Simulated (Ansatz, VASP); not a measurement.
**CrO2: VASP beside Ansatz**

The input INCAR:

```
SYSTEM = CrO2
PREC = Accurate
ENCUT = 520
EDIFF = 1E-7
ISMEAR = -1
SIGMA = 0.05
LREAL = .FALSE.
LASPH = .TRUE.
NELM = 100
ALGO = Normal
ISIF = 2
LWAVE = .FALSE.
LCHARG = .FALSE.
ISPIN = 2
MAGMOM = 3 0 0
LORBIT = 11
LMAXMIX = 4
GGA = PE
NBANDS = 23
```

File KPOINTS:

```
Automatic mesh
0
G
  10 10 10
  0 0 0
```

File POSCAR:

```
CrO2
1.0
    0.0000000000      2.3670707933      2.3670707933
    2.3670707933      0.0000000000      2.3670707933
    2.3670707933      2.3670707933      0.0000000000
Cr O
1 2
Direct
    0.0000000000      0.0000000000      0.0000000000
    0.2500000000      0.2500000000      0.2500000000
    0.7500000000      0.7500000000      0.7500000000
```

input.yaml

```yaml
crystal:
  lattice:
    - [0.0, 2.3670707933, 2.3670707933]
    - [2.3670707933, 0.0, 2.3670707933]
    - [2.3670707933, 2.3670707933, 0.0]
  atoms:
    - { symbol: Cr, position: [0.0, 0.0, 0.0], spin: 3.0 }
    - { symbol: O, position: [0.25, 0.25, 0.25] }
    - { symbol: O, position: [0.75, 0.75, 0.75] }
hamiltonian:
  xc: pbe
  pseudopotentials: { kind: paw }
magnetization:
  spin_polarized: true
kpoints:
  mp_grid: { grid: [10, 10, 10] }
scf:
  occupations: { method: fermi_dirac, width: 0.05 }
output:
  forces: true
  stress: true
  eigenvalues: true
```

Change from the starting cell: volume scaled by 0.98.

Alike in both runs: task single point; functional PBE; k mesh 10 × 10 × 10; occupations fermi-dirac, width 0.05 eV; collinear spin, ferromagnetic start.

|  | VASP | Ansatz |
| --- | --- | --- |
| version | VASP 6.6.1 | Ansatz 0.2.0 |
| potentials or method | VASP PAW PBE potentials, release 64 (Cr_pv, O) | Ansatz PAW |
| plane-wave cutoff (eV) | 520 | 420 |
| valence electrons in the cell | 24 | 26 |

Ansatz gave:

```
gap on the k mesh at the Fermi level (eV)                     : 0.49
least direct gap on the mesh (eV)                             : 0.50
pressure (GPa)                                                : -4.0
net moment per atom (μB)                                      : 0.67
size of the moment on the site where the two differ most (μB) : 1.89
```

**Question.** Which values does VASP return?

**Answer.** gap on the k mesh at the Fermi level (eV): 0.43; least direct gap on the mesh (eV): 0.45; pressure (GPa): -3.3; net moment per atom (μB): 0.67; size of the moment on the site where the two differ most (μB): 2.19.

Site moments also hang on the region over which each program counts them. The two sets of potentials don't hold the same shells in valence.

Caveats: a cell with one magnetic atom can't hold antiferromagnetic order, which such compounds often take; the pressure holds a Pulay correction of +0.9 GPa for the finite cutoff (Ansatz). A k mesh can miss the band edges.
